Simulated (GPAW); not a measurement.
FeSi2 (Linzhiite):

```xyz
3
Lattice="2.6840 0.0000 0.0000 0.0000 2.6840 0.0000 0.0000 0.0000 5.1280" Properties=species:S:1:pos:R:3 pbc="T T T"
Fe    0.0000    0.0000    0.0000
Si    1.3420    1.3420    3.7434
Si    1.3420    1.3420    1.3846
```

| Property | Result |
| --- | --- |
| Program | GPAW 26.7.0 |
| Task | relaxation of cell and atoms |
| Functional | SCAN |
| Potentials or basis | GPAW PAW data sets (gpaw-data 1.2.1) |
| Cutoff | 600 eV |
| Basis | pw |
| k mesh | 7 × 7 × 4 |
| Occupations | fermi-dirac, width 0.05 eV |
| Spin | collinear spin, ferromagnetic start |
| Starting moments | [3.0, 0.0, 0.0] μB |

At the start: pressure -1.5 GPa; volume 12.31 Å³/atom.

Question: How do energy, volume and symmetry change on relaxing?

Answer: Over 19 steps the energy falls by 2.2 meV/atom and the volume is 12.22 Å³/atom (-0.8 %); space group P4/mmm (No. 123, to 0.05 Å); moment 0.20 μB per cell.

Step by step:
| step | energy change (eV) | largest force (eV/Å) | pressure (GPa) | volume (Å³) |
| --- | --- | --- | --- | --- |
| 1 | 0.0000 | 0.2080 | -1.50 | 36.94 |
| 2 | -0.0019 | 0.1440 | -1.33 | 36.90 |
| 3 | -0.0043 | 0.0330 | -0.98 | 36.82 |
| 4 | -0.0057 | 0.0872 | -0.43 | 36.71 |
| 5 | -0.0057 | 0.1551 | 0.28 | 36.59 |
| 6 | -0.0058 | 0.1420 | 0.28 | 36.59 |
| 7 | -0.0060 | 0.1172 | 0.29 | 36.60 |
| 8 | -0.0063 | 0.0828 | 0.30 | 36.60 |
| 9 | -0.0065 | 0.0421 | 0.30 | 36.61 |
| 10 | -0.0065 | 0.0007 | 0.28 | 36.62 |
| 11 | -0.0066 | 0.0376 | 0.25 | 36.64 |
| 12 | -0.0066 | 0.0368 | 0.24 | 36.64 |
| 13 | -0.0066 | 0.0350 | 0.24 | 36.64 |
| 14 | -0.0066 | 0.0324 | 0.23 | 36.64 |
| 15 | -0.0066 | 0.0291 | 0.21 | 36.64 |
| 16 | -0.0066 | 0.0251 | 0.20 | 36.64 |
| 17 | -0.0066 | 0.0204 | 0.18 | 36.65 |
| 18 | -0.0066 | 0.0153 | 0.16 | 36.65 |
| 19 | -0.0066 | 0.0094 | 0.14 | 36.65 |

Final structure:
```
Fe Si
1.0
     2.68622    0.00000    0.00000
     0.00000    2.68622    0.00000
     0.00000    0.00000    5.07958
Fe Si
1 2
Direct
  0.00000 0.00000 0.00000
  0.50000 0.50000 0.72886
  0.50000 0.50000 0.27114
```

Caveat: each step starts from the last one's moments, so a moment once lost doesn't come back; later steps reuse the first step's grids; the PAW data sets were made with another functional, which shifts forces and pressure a little.
